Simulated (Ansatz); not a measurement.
The system is FeO (Wuestite).

```
Fe O
1.0
     0.00000    2.15540    2.15540
     2.15540    0.00000    2.15540
     2.15540    2.15540    0.00000
Fe O
1 1
Direct
  0.00000 0.00000 0.00000
  0.50000 0.50000 0.50000
```

Base run:

- Program: Ansatz 0.2.0
- Functional: PBE
- Potentials or basis: all-electron LAPW, scalar-relativistic
- Cutoff: 349 eV (chosen from the basis error)
- Basis error allowed: 0.001 eV/atom
- k mesh: 11 × 11 × 11
- Occupations: fermi-dirac, width 0.05 eV
- Spin: collinear spin, ferromagnetic start
- Starting moments: [3.0, 0.0] μB

Its results: pressure -0.3 GPa; net moment 4.00 μB per cell; site moments Fe +3.62; O +0.32 μB.

The run is repeated on the same cell with these changes: functional from PBE to LDA. What comes out?

Pressure -15.6 GPa; net moment 4.00 μB per cell; site moments Fe +3.59; O +0.34 μB.

LDA binds more tightly than PBE, so the same cell stands under less pressure.

Caveats: a cell with one magnetic atom can't hold antiferromagnetic order, which such compounds often take.
